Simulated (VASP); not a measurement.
LiF:

```
Li F
1.0
     3.09297    0.00000    0.00000
    -1.54649    2.67859    0.00000
     0.00000    0.00000    7.23102
Li F
3 3
Cartesian
  0.0000 0.0000 0.0000
  0.0000 1.7857 2.4103
  1.5465 0.8929 4.8207
  0.0000 0.0000 1.8078
  0.0000 1.7857 4.2181
  1.5465 0.8929 6.6284
```

The cell was built by a generator and needn't be a form met in nature.

```yaml
Program: VASP 6.6.1
Task: relaxation of cell and atoms
Functional: PBEsol
Potentials_or_basis: VASP PAW PBE potentials, release 64 (Li_sv, F)
Cutoff: 600 eV
k_mesh: 9 × 9 × 4
Occupations: gaussian, width 0.02 eV
Spin: no spin polarisation
```

At the start: pressure 0.1 GPa; volume 9.98 Å³/atom.

Task: Where does the relaxation end?

Result: Over 8 steps the energy falls by 5.1 meV/atom and the volume is 9.97 Å³/atom (-0.1 %); space group F-43m (No. 216, to 0.05 Å).

Step by step:
| step | energy change (eV) | largest force (eV/Å) | pressure (GPa) | volume (Å³) |
| --- | --- | --- | --- | --- |
| 1 | 0.0000 | 0.1948 | 0.12 | 59.91 |
| 2 | -0.0219 | 0.0417 | -0.09 | 59.97 |
| 3 | -0.0262 | 0.0499 | -0.15 | 60.00 |
| 4 | -0.0274 | 0.0448 | -0.06 | 59.92 |
| 5 | -0.0297 | 0.0287 | 0.20 | 59.65 |
| 6 | -0.0280 | 0.0084 | 0.75 | 59.10 |
| 7 | -0.0301 | 0.0174 | 0.36 | 59.48 |
| 8 | -0.0307 | 0.0024 | 0.02 | 59.84 |

Final structure:
```cif
data_structure
_symmetry_space_group_name_H-M 'P 1'
_symmetry_Int_Tables_number 1
_cell_length_a 3.0433
_cell_length_b 3.0433
_cell_length_c 7.4605
_cell_angle_alpha 90.000
_cell_angle_beta 90.000
_cell_angle_gamma 120.000
_cell_volume 59.84
loop_
_atom_site_label
_atom_site_type_symbol
_atom_site_fract_x
_atom_site_fract_y
_atom_site_fract_z
_atom_site_occupancy
Li1 Li 0.00000 0.00000 0.00011 1
Li2 Li 0.33333 0.66667 0.33344 1
Li3 Li 0.66667 0.33333 0.66678 1
F1 F 0.00000 0.00000 0.24989 1
F2 F 0.33333 0.66667 0.58322 1
F3 F 0.66667 0.33333 0.91656 1
```

Caveat: the cutoff is under 1.25 times the usual one of these potentials, so pressure, stress and relaxed cells hold a basis-set (Pulay) error; the PAW data sets were made with another functional, which shifts forces and pressure a little.
